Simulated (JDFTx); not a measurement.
GaAs in JDFTx: convergence with cutoff

Input of the first run (cutoff 625.862 eV); the others differ in this setting and in those tied to it:

Contents of GaAs.in:

```
lattice \
    0.0000000000     5.3419722954     5.3419722954 \
    5.3419722954     0.0000000000     5.3419722954 \
    5.3419722954     5.3419722954     0.0000000000
coords-type Cartesian
ion As     8.0129584431     8.0129584431     8.0129584431 1
ion Ga     0.0000000000     0.0000000000     0.0000000000 1

ion-species pseudo/As.upf
ion-species pseudo/Ga.upf
elec-cutoff 23 184
elec-ex-corr gga-x-rpbe gga-c-pbe
kpoint-folding 6 6 6
elec-smearing Fermi 0.0018374661
elec-n-bands 30
electronic-SCF nIterations 100 energyDiffThreshold 1e-09
electronic-minimize nIterations 30 energyDiffThreshold 1e-7
converge-empty-states yes
forces-output-coords Cartesian

dump-name run.$VAR
dump End Ecomponents EigStats BandEigs Kpoints Forces Stress
```

Potentials or basis: PseudoDojo-SR-PBE-0.5-stringent.

The run is started by

```bash
$ jdftx -c 1 -i GaAs.in -o GaAs.out
```

Hardware: 1 thread of Intel(R) Xeon(R) Platinum 8488C (Sapphire Rapids) (shared host).

Problem. The values tried are 625.862 eV, 761.919 eV, 925.187 eV, 1088.45 eV, 1251.72 eV, 1387.78 eV, 1551.05 eV, 1795.95 eV, 2095.28 eV, loosest first. From which on does the pressure stay within 0.1 GPa of the tightest run that finished?

Solution. From 1551.05 eV on.

```tsv
cutoff	energy less the tightest run, at zero smearing (meV/atom)	pressure (GPa)	gap on the mesh (eV)	SCF cycles	CPU time (s)	peak memory (GiB)
625.862 eV	137651.86	-2832.20	0.000	13	31	0.09
761.919 eV	49878.05	-1455.25	0.000	14	34	0.11
925.187 eV	11402.71	-493.99	0.448	13	42	0.13
1088.45 eV	1847.93	-112.52	0.645	12	61	0.16
1251.72 eV	188.87	-12.02	0.689	12	67	0.19
1387.78 eV	18.57	3.33	0.696	12	97	0.21
1551.05 eV	2.22	5.49	0.697	12	100	0.26
1795.95 eV	1.25	5.52	0.697	13	120	0.29
2095.28 eV	0.00	5.52	0.697	12	140	0.37
```

Against the tightest run, the gap on the mesh stays within 0.01 eV from 1251.72 eV on. Not settled before the last step: the energy (to 1 meV/atom). The tightest run that finished is the yardstick and may itself not be fully converged.

Caveat, for the tightest run too: the potentials were made for another functional, which shifts forces and pressure.
